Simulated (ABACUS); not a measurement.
Crystal: PbF2 (Fluorocronite).

```
Pb F
1.0
     0.00000    2.96366    2.96366
     2.96366    0.00000    2.96366
     2.96366    2.96366    0.00000
Pb F
1 2
Cartesian
  0.0000 0.0000 0.0000
  4.4455 4.4455 4.4455
  1.4818 1.4818 1.4818
```

| Property | Result |
| --- | --- |
| Program | ABACUS 3.10.1 |
| Task | single point |
| Functional | PBEsol |
| Potentials or basis | PseudoDojo NC SR 0.4.1 PBEsol standard |
| Cutoff | 1143 eV |
| Density cutoff | 4572 eV |
| Basis | plane waves |
| k mesh | 8 × 8 × 8 |
| Occupations | fermi-dirac, width 0.05 eV |
| Spin | no spin polarisation |

On this cell: pressure -1.0 GPa; largest force zero by symmetry; band gap on the k mesh 4.32 eV, indirect (least direct gap 4.47 eV).

The same run follows on a disturbed copy (atoms moved at random, drawn with an rms of 0.05 Å):

```xyz
3
Lattice="0.0000 2.9637 2.9637 2.9637 0.0000 2.9637 2.9637 2.9637 0.0000" Properties=species:S:1:pos:R:3 pbc="T T T"
Pb    0.0054   -0.0460   -0.0529
F     4.4571    4.4806    4.4317
F     1.4577    1.5037    1.5258
```

Question: What changes?

Answer: The energy moves by +4.3 meV/atom; pressure -0.7 GPa; largest force 0.210 eV/Å; band gap on the k mesh 4.28 eV, indirect (least direct gap 4.47 eV).

Forces on the atoms (eV/Å):
```
Pb  -0.030  0.118  0.107
F   -0.076 -0.077  0.069
F    0.107 -0.041 -0.177
```

Stress tensor (GPa, compression positive):
```
-0.77 -0.48  0.04
-0.48 -0.73  0.42
 0.04  0.42 -0.72
```

Caveats: spin-orbit coupling is left out, which as a rule narrows the gap of such compounds by several tenths of an eV.

A k mesh can miss the band edges.
